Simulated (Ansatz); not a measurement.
# Convergence test, Hf₃N₂

Computed with DFT PBEsol, scalar-relativistic, plane waves, PAW (Ansatz).

```cif
data_structure
_symmetry_space_group_name_H-M 'P 1'
_symmetry_Int_Tables_number 1
_cell_length_a 7.9520
_cell_length_b 7.9801
_cell_length_c 7.8661
_cell_angle_alpha 22.974
_cell_angle_beta 22.999
_cell_angle_gamma 23.157
_cell_volume 67.12
loop_
_atom_site_label
_atom_site_type_symbol
_atom_site_fract_x
_atom_site_fract_y
_atom_site_fract_z
_atom_site_occupancy
Hf1 Hf 0.77294 0.78308 0.78622 1
Hf2 Hf 0.17706 0.19140 0.28505 1
Hf3 Hf 0.97053 0.02696 0.00559 1
N1 N 0.61584 0.60754 0.60334 1
N2 N 0.36223 0.40191 0.41166 1
```

```
Γ-centred k-mesh               : 10×10×10
occupation rule                : Gaussian smearing, 0.1 eV
spin treatment                 : unpolarised
valence charge of the PAW sets : Hf 26, N 5
```

The atoms are held and the plane-wave cutoff is swept. Energies are extrapolated to zero smearing and count from the reference run, 600 eV. The cell was strained and its atoms displaced at random, so that forces don't vanish. Spin–orbit coupling is left out. Pressure is positive in compression and holds a correction for the finite cutoff (Pulay stress).

Times are rough; the reference took 2.1 min on 1 thread of Intel(R) Xeon(R) 6975P-C (Granite Rapids), with other jobs on the host, peak memory 2 GiB.

Tried: 200, 250, 300, 350, 420, 600 eV. From which plane-wave cutoff on does the energy per atom stay within 100, 10 and 1 meV of the reference?

350 for 100 meV, 420 for 10 meV, none but the reference for 1 meV. The reference itself isn't shown to be converged. At 420 eV, where the energy is within 10 meV, force components already agree to within 0.002 eV/Å, where the largest force is 1.480 eV/Å.

| cutoff (eV) | ΔE (meV/atom) | P (GPa) | largest change of a force component (eV/Å) | plane waves at Γ | wall time (s) |
| --- | --- | --- | --- | --- | --- |
| 200 | 4653 | 1.92 | 0.239 | 441 | 31 |
| 250 | 977 | 2.96 | 0.050 | 581 | 40 |
| 300 | 166 | 3.03 | 0.029 | 799 | 50 |
| 350 | 32.9 | 3.15 | 0.023 | 983 | 59 |
| 420 | 3.02 | 3.24 | 0.002 | 1309 | 81 |
| 600 | 0.00 | 3.21 | 0.000 | 2245 | 120 |